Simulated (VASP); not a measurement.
Write the native input for VASP 6.6.1 that does the following.

```yaml
Task: relaxation of cell and atoms
Functional: PBE
Potentials_or_basis: VASP PAW PBE potentials, release 64 (Ti_sv)
Cutoff: 600 eV
k_mesh: 12 × 12 × 14
Occupations: gaussian, width 0.1 eV
Spin: no spin polarisation
Further_INCAR_settings: ALGO = Normal; EDIFF = 1e-07; IBRION = 2; EDIFFG = -0.005; NSW = 90; ISIF = 3
```

The structure of Ti lies in POSCAR:

```
Ti
1.0
    4.5673748300      0.0000000000      0.0000000000
   -2.2836874200      3.9554626300      0.0000000000
    0.0000000000      0.0000000000      2.8262442700
Ti
3
Direct
    0.0000000000      0.0000000000      0.0000000000
    0.3333333300      0.6666666700      0.5000000000
    0.6666666700      0.3333333300      0.5000000000
```

This isn't the form of Ti at room conditions, which is hcp.

The input as run:

INCAR

```
SYSTEM = Ti
  ALGO = Normal
  EDIFF = 1E-7
  EDIFFG = -0.005
  ENCUT = 600
  GGA = PE
  IBRION = 2
  ISIF = 3
  ISMEAR = 0
  LASPH = .True.
  LCHARG = .False.
  LREAL = .False.
  LWAVE = .False.
  NELM = 60
  NSW = 90
  PREC = Accurate
  SIGMA = 0.1
```

KPOINTS

```
k-points
0
Gamma
  12 12 14
  0 0 0
```

Potentials or basis: VASP PAW PBE potentials, release 64 (Ti_sv).

Launch:

```sh
$ cat potpaw_PBE.64/Ti_sv/POTCAR > POTCAR
$ mpirun -np 1 vasp_std > vasp.out
```

It gave:

The relaxed volume is 17.11 Å³/atom. The relaxed cell is a = 4.575 Å, b = 4.575 Å, c = 2.831 Å, α = 90.00°, β = 90.00°, γ = 120.00°. The space group after relaxing (to 0.05 Å) is P6/mmm (No. 191). The energy gained by relaxing is 0.2 meV/atom. The ionic steps are 4. The pressure after relaxing is 0.0 GPa. The band gap on the k mesh is none (metal or under the smearing width).

Wall time 4.5 min on 1 thread of Intel(R) Xeon(R) 6975P-C (Granite Rapids) (shared host), peak memory 0.3 GiB.
